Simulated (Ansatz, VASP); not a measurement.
**CdTe in VASP and in Ansatz**

File INCAR:

```
ALGO     = Normal         # electronic algorithm
EDIFF    = 1E-6           # SCF threshold, eV
ENCUT    = 520            # plane-wave cutoff, eV
GGA      = PE             # functional
ISIF     = 2              # what is computed and relaxed
ISMEAR   = -1             # smearing method
LASPH    = True           # aspherical terms in the spheres
LCHARG   = False          # write CHGCAR
LREAL    = False          # projectors in reciprocal space
LWAVE    = False          # write WAVECAR
NBANDS   = 26             # bands
NELM     = 80             # most SCF steps
PREC     = Accurate       # precision mode
SIGMA    = 0.02           # smearing width, eV
```

Contents of KPOINTS:

```
k-points
0
Gamma
  6 4 6
```

The input POSCAR:

```
CdTe
1.0
   -3.3078829555      3.3078829555      0.0000000000
    0.0000000000      0.0000000000      6.6157659109
    3.3078829555      3.3078829555      0.0000000000
Cd Te
2 2
Direct
    0.0000000000      0.0000000000      0.0000000000
    0.5000000000      0.5000000000      0.5000000000
    0.0000000000      0.2500000000      0.5000000000
    0.5000000000      0.7500000000      0.0000000000
```

Input for Ansatz:

```yaml
crystal:
  lattice:
    - [-3.3078829555, 3.3078829555, 0.0]
    - [0.0, 0.0, 6.6157659109]
    - [3.3078829555, 3.3078829555, 0.0]
  atoms:
    - { symbol: Cd, position: [0.0, 0.0, 0.0] }
    - { symbol: Cd, position: [0.5, 0.5, 0.5] }
    - { symbol: Te, position: [0.0, 0.25, 0.5] }
    - { symbol: Te, position: [0.5, 0.75, 0.0] }
kpoints:
  mp_grid: { grid: [6, 4, 6] }
scf:
  occupations: { method: fermi_dirac, width: 0.02 }
hamiltonian:
  xc: pbe
  pseudopotentials: { kind: paw }
output:
  forces: true
  stress: true
  eigenvalues: true
```

Alike in both runs: task single point; functional PBE; k mesh 6 × 4 × 6; occupations fermi-dirac, width 0.02 eV; no spin polarisation.

|  | VASP | Ansatz |
| --- | --- | --- |
| version | VASP 6.6.1 | Ansatz 0.2.0 |
| potentials or method | VASP PAW PBE potentials, release 64 (Cd, Te) | PAW with Ansatz's default frozen-core files, scalar-relativistic |
| plane-wave cutoff (eV) | 520 | 420 |
| valence electrons in the cell | 36 | 72 |

```tsv
	VASP	Ansatz	Ansatz less VASP
pressure (GPa)	0.1	0.0	-0.10
```

The functional is the same, so the differences come from potentials, cutoffs and numerics. The two sets of potentials don't hold the same shells in valence.

Caveats: spin-orbit coupling is left out, which moves the levels of the heavy elements.
